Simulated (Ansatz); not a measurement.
CdS (Greenockite) in Ansatz: the effect of functional

Crystal: CdS (Greenockite).

```xyz
4
Lattice="4.1500 0.0000 0.0000 -2.0750 3.5940 0.0000 0.0000 0.0000 6.7370" Properties=species:S:1:pos:R:3 pbc="T T T"
Cd    2.0750    1.1980    3.3685
Cd    0.0000    2.3960    0.0000
S     2.0750    1.1980    5.8949
S     0.0000    2.3960    2.5264
```

Alike in all runs:

| Item | Value |
| --- | --- |
| Program | Ansatz 0.2.0 |
| Task | projected density of states |
| Potentials or basis | Ansatz PAW |
| k mesh | 4 × 4 × 3 |
| Occupations | fermi-dirac, width 0.05 eV |
| Spin | no spin polarisation |

Task: One run gave: gap on the mesh 3.16 eV. Which functional did it use?
A. PBEsol
B. r2SCAN0
C. RPBE
D. LDA
E. BLYP

Result: B.

```csv
functional,cutoff,gap on the mesh (eV)
LDA,420 eV,0.90
PBE,420 eV,1.19
PBEsol,420 eV,1.05
RPBE,420 eV,1.38
revPBE,420 eV,1.33
BLYP,420 eV,1.13
r2SCAN,500 eV,1.65
HSE06,420 eV,2.23
r2SCAN0,500 eV,3.16
```

Caveats: all runs use coarse meshes; odd divisions of the mesh miss points on the zone boundary, where band edges often lie, so the gap on the mesh can be too wide; the density of states is complete only up to the lowest level of the last band computed.

A k mesh can miss the band edges.

Not every run made on this cell is shown here.
